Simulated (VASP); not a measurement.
# CdTe (F-43m) in VASP: reference runs, part 2 of 2

VASP 6.6.1.

## Step 5: Equation of state, PBE, 31.60 Å³/atom (volume scaled by 0.96)

Contents of INCAR:

```
SYSTEM = CdTe
  ALGO = Normal
  EDIFF = 1E-7
  ENCUT = 520
  GGA = PE
  ISIF = 2
  ISMEAR = -1
  LASPH = .True.
  LCHARG = .False.
  LREAL = .False.
  LWAVE = .False.
  NBANDS = 16
  NELM = 80
  PREC = Accurate
  SIGMA = 0.05
```

Contents of KPOINTS:

```
k-points
0
Gamma
  7 7 7
  0 0 0
```

Contents of POSCAR:

```
CdTe
1.0
    0.0000000000      3.1616838793      3.1616838793
    3.1616838793      0.0000000000      3.1616838793
    3.1616838793      3.1616838793      0.0000000000
Te Cd
1 1
Direct
    0.7500000000      0.7500000000      0.7500000000
    0.0000000000      0.0000000000      0.0000000000
```

Potentials or basis: VASP PAW PBE potentials, release 64 (Te, Cd).

Command:

```console
cat potpaw_PBE.64/Te/POTCAR potpaw_PBE.64/Cd/POTCAR > POTCAR
mpirun -np 1 vasp_std > vasp.out
```

OUTCAR:

```text
SYSTEM = CdTe
   EDIFF = 1E-7
   ENCUT = 520
   GGA = PE
   ISIF = 2
   ISMEAR = -1
   LASPH = .True.
   LREAL = .False.
   NELM = 80
   PREC = Accurate

 ion  position               nearest neighbor table
   1  0.750  0.750  0.750-   2 2.74   2 2.74   2 2.74   2 2.74
   2  0.000  0.000  0.000-   1 2.74   1 2.74   1 2.74   1 2.74

  LATTYP: Found a face centered cubic cell.
 ALAT       =     6.3233677586

  Lattice vectors:

 A1 = (   0.0000000000,   3.1616838793,   3.1616838793)
 A2 = (   3.1616838793,   0.0000000000,   3.1616838793)
 A3 = (   3.1616838793,   3.1616838793,   0.0000000000)

Analysis of symmetry for initial positions (statically):
=====================================================================
 Subroutine PRICEL returns:
 Original cell was already a primitive cell.

 Routine SETGRP: Setting up the symmetry group for a
 face centered cubic supercell.

 Subroutine GETGRP returns: Found 24 space group operations
 (whereof 24 operations were pure point group operations)
 out of a pool of 48 trial point group operations.

The static configuration has the point symmetry T_d .

[... 154 lines left out ...]
  energy without entropy =       -4.63352858  energy(sigma->0) =       -4.63352885

 E-fermi :   3.5850     XC(G=0):  -8.9162

 val. band max:        3.0547380963   @ k =   0.0000   0.0000   0.0000
 cond. band min:       4.0554703453   @ k =   0.0000   0.0000   0.0000
 fundamental gap:      1.0007322490
 Fermi energy:         3.5850002504

 k-point     1 :       0.0000    0.0000    0.0000
  band No.  band energies     occupation
      1      -8.5721      2.00000
      2      -5.5197      2.00000
      3      -5.5197      2.00000
      4      -5.5197      2.00000
      5      -5.2002      2.00000
      6      -5.2002      2.00000
[... 357 lines left out ...]
      3      -5.3615      2.00000
      4      -5.2403      2.00000
      5      -5.1981      2.00000
      6      -4.5394      2.00000
[... 8 lines left out ...]
     15      13.4156      0.00000
     16      15.4306      0.00000

------------------------ aborting loop because EDIFF is reached ----------------------------------------

  FORCE on cell =-STRESS in cart. coord.  units (eV):
  Direction    XX          YY          ZZ          XY          YZ          ZX
  --------------------------------------------------------------------------------------
  -------------------------------------------------------------------------------------
  Total        2.7010019      2.7010019      2.7010019     -0.0000000      0.0000000      0.0000000
  in kB       68.4620872     68.4620872     68.4620872     -0.0000000      0.0000000      0.0000000
  external PRESSURE =      68.4620872 kB  Pullay stress =       0.0000000 kB

 VOLUME and BASIS-vectors are now :
 -----------------------------------------------------------------------------
  energy-cutoff  :      520.00
  volume of cell :       63.21
      direct lattice vectors                 reciprocal lattice vectors
     0.000000000  3.161683879  3.161683879    -0.158143578  0.158143578  0.158143578
     3.161683879  0.000000000  3.161683879     0.158143578 -0.158143578  0.158143578
     3.161683879  3.161683879  0.000000000     0.158143578  0.158143578 -0.158143578

 POSITION                                       TOTAL-FORCE (eV/Angst)
 -----------------------------------------------------------------------------------
      4.74253      4.74253      4.74253         0.000000     -0.000000     -0.000000
      0.00000      0.00000      0.00000        -0.000000      0.000000      0.000000
 -----------------------------------------------------------------------------------
    total drift:                                0.000000      0.000000      0.000000

  FREE ENERGIE OF THE ION-ELECTRON SYSTEM (eV)
  ---------------------------------------------------
  free  energy   TOTEN  =        -4.6335291131 eV

  energy  without entropy=       -4.6335285776  energy(sigma->0) =       -4.63352885
```

Wall time 26 s (1 thread of Intel Xeon Platinum 8559C (Emerald Rapids), shared host); peak memory 0.2 GiB.

Results:

```
Free energy            : -4.6335 eV
Pressure               : 6.8 GPa
Band gap on the k mesh : 1.00 eV, direct
```

Caveat: spin-orbit coupling is left out, which moves the levels of the heavy elements.

## Step 6: Equation of state, PBE, 32.26 Å³/atom (volume scaled by 0.98)

Contents of INCAR:

```
PREC = Accurate ; ENCUT = 520
EDIFF = 1E-7 ; ISMEAR = -1
SIGMA = 0.05 ; LREAL = F
LASPH = T ; NELM = 60
ALGO = Normal ; ISIF = 2
LWAVE = F ; LCHARG = F
GGA = PE ; NBANDS = 16
```

Contents of KPOINTS:

```
Automatic mesh
0
Gamma
  7 7 7
```

Contents of POSCAR:

```
CdTe
1.0
    0.0000000000      3.1834892848      3.1834892848
    3.1834892848      0.0000000000      3.1834892848
    3.1834892848      3.1834892848      0.0000000000
Te Cd
1 1
Direct
    0.7500000000      0.7500000000      0.7500000000
    0.0000000000      0.0000000000      0.0000000000
```

Potentials or basis: VASP PAW PBE potentials, release 64 (Te, Cd).

Command:

```console
cat potpaw_PBE.64/Te/POTCAR potpaw_PBE.64/Cd/POTCAR > POTCAR
mpirun -np 1 vasp_std > vasp.out
```

Run time: 26 s. Hardware: 1 thread of Intel Xeon Platinum 8559C (Emerald Rapids), shared host; peak memory 0.2 GiB.

The run converged. Its results:

- Free energy: -4.6844 eV
- Pressure: 5.6 GPa
- Band gap on the k mesh: 0.94 eV, direct

Caveat: spin-orbit coupling is left out, which moves the levels of the heavy elements.

## Step 7: Equation of state, PBE, 33.58 Å³/atom (volume scaled by 1.02)

Contents of INCAR:

```
SYSTEM = CdTe
ALGO     = Normal         ! electronic algorithm
EDIFF    = 1E-7           ! SCF threshold, eV
ENCUT    = 520            ! plane-wave cutoff, eV
GGA      = PE             ! functional
ISIF     = 2              ! what is computed and relaxed
ISMEAR   = -1             ! smearing method
LASPH    = .TRUE.         ! aspherical terms in the spheres
LCHARG   = .FALSE.        ! write CHGCAR
LREAL    = .FALSE.        ! projectors in reciprocal space
LWAVE    = .FALSE.        ! write WAVECAR
NBANDS   = 16             ! bands
NELM     = 80             ! most SCF steps
PREC     = Accurate       ! precision mode
SIGMA    = 0.05           ! smearing width, eV
```

Contents of KPOINTS:

```
k-points
0
G
  7 7 7
  0 0 0
```

Contents of POSCAR:

```
CdTe
1.0
    0.0000000000      3.2262257841      3.2262257841
    3.2262257841      0.0000000000      3.2262257841
    3.2262257841      3.2262257841      0.0000000000
Te Cd
1 1
Direct
    0.7500000000      0.7500000000      0.7500000000
    0.0000000000      0.0000000000      0.0000000000
```

Command:

```console
cat potpaw_PBE.64/Te/POTCAR potpaw_PBE.64/Cd/POTCAR > POTCAR
mpirun -np 1 vasp_std > vasp.out
```

Run time: 29 s. Hardware: 1 thread of Intel Xeon Platinum 8559C (Emerald Rapids), shared host; peak memory 0.21 GiB.

It converged, with:

* Free energy: -4.7570 eV
* Pressure: 3.4 GPa
* Band gap on the k mesh: 0.81 eV, direct

Caveat: spin-orbit coupling is left out, which moves the levels of the heavy elements.

## Step 8: Equation of state, PBE, 34.24 Å³/atom (volume scaled by 1.04)

Contents of INCAR:

```
SYSTEM = CdTe
ALGO = Normal
EDIFF = 1E-7
ENCUT = 520
GGA = PE
ISIF = 2
ISMEAR = -1
LASPH = .TRUE.
LCHARG = .FALSE.
LREAL = .FALSE.
LWAVE = .FALSE.
NBANDS = 16
NELM = 60
PREC = Accurate
SIGMA = 0.05
```

KPOINTS is that of step 7.

Contents of POSCAR:

```
CdTe
1.0
    0.0000000000      3.2471758892      3.2471758892
    3.2471758892      0.0000000000      3.2471758892
    3.2471758892      3.2471758892      0.0000000000
Te Cd
1 1
Direct
    0.7500000000      0.7500000000      0.7500000000
    0.0000000000      0.0000000000      0.0000000000
```

Command:

```console
cat potpaw_PBE.64/Te/POTCAR potpaw_PBE.64/Cd/POTCAR > POTCAR
mpirun -np 1 vasp_std > vasp.out
```

Run time: 30 s. Hardware: 1 thread of Intel Xeon Platinum 8559C (Emerald Rapids), shared host; peak memory 0.21 GiB.

It converged, with:

```
Free energy            : -4.7807 eV
Pressure               : 2.4 GPa
Band gap on the k mesh : 0.75 eV, direct
```

Caveat: spin-orbit coupling is left out, which moves the levels of the heavy elements.

## Step 9: Equation of state, PBE, 34.90 Å³/atom (volume scaled by 1.06)

Contents of INCAR:

```
SYSTEM = CdTe
PREC = Accurate ; ENCUT = 520
EDIFF = 1E-7 ; ISMEAR = -1
SIGMA = 0.05 ; LREAL = .FALSE.
LASPH = .TRUE. ; NELM = 100
ALGO = Normal ; ISIF = 2
LWAVE = .FALSE. ; LCHARG = .FALSE.
GGA = PE ; NBANDS = 16
```

Contents of KPOINTS:

```
Automatic mesh
0
G
  7 7 7
  0 0 0
```

Contents of POSCAR:

```
CdTe
1.0
    0.0000000000      3.2678590959      3.2678590959
    3.2678590959      0.0000000000      3.2678590959
    3.2678590959      3.2678590959      0.0000000000
Te Cd
1 1
Direct
    0.7500000000      0.7500000000      0.7500000000
    0.0000000000      0.0000000000      0.0000000000
```

Potentials or basis: VASP PAW PBE potentials, release 64 (Te, Cd).

Command:

```console
cat potpaw_PBE.64/Te/POTCAR potpaw_PBE.64/Cd/POTCAR > POTCAR
mpirun -np 1 vasp_std > vasp.out
```

Wall time 31 s (1 thread of Intel Xeon Platinum 8559C (Emerald Rapids), shared host); peak memory 0.21 GiB.

The run converged. Its results:

| Item | Value |
| --- | --- |
| Free energy | -4.7971 eV |
| Pressure | 1.6 GPa |
| Band gap on the k mesh | 0.69 eV, direct |

Caveat: spin-orbit coupling is left out, which moves the levels of the heavy elements.

## Step 10: Equation of state, PBE

This step only gathers the single runs of the series.

Results:

```
Equilibrium volume : 36.35 Å³/atom (rough: see the caveat)
Bulk modulus       : 35 GPa (rough)
```

Energy against volume, from the lowest point:
```
volume (Å³/atom)  energy (meV/atom)
          30.947             112.82
          31.605              81.77
          32.263              56.33
          32.922              35.91
          33.580              20.01
          34.239               8.18
          34.897               0.00
```

Caveat: the minimum lies outside the volumes run.

## Step 11: Overview

| task | cell | gap on the mesh (eV) | pressure (GPa) |
| --- | --- | --- | --- |
| single point | as given | 0.87 | 4.4 |
| single point | atoms moved at random, drawn with an rms of 0.05 Å | 0.83 | 4.5 |
| equation of state | as given | - | - |

Alike in all rows: level PBE; potentials or basis VASP PAW PBE potentials, release 64 (Te, Cd); no spin polarisation; k mesh 7 × 7 × 7; cutoff (eV) 520; smearing fermi-dirac 0.05 eV.

Caveats: spin-orbit coupling is left out, which moves the levels of the heavy elements (some runs); the minimum lies outside the volumes run (some runs).

Total energies depend on the potentials used, so only differences within one code and one set of settings carry meaning.

## Step 12: Against experiment

Step 2. A measured gap of CdTe is 1.607 eV (0 K; a printed reference work, data compilation); the calculated 0.87 eV misses it by -0.73 eV. Spin-orbit coupling on Cd, Te is left out. The value is that of PBE, without temperature or zero-point motion. Semilocal functionals fall short of measured gaps as a rule.
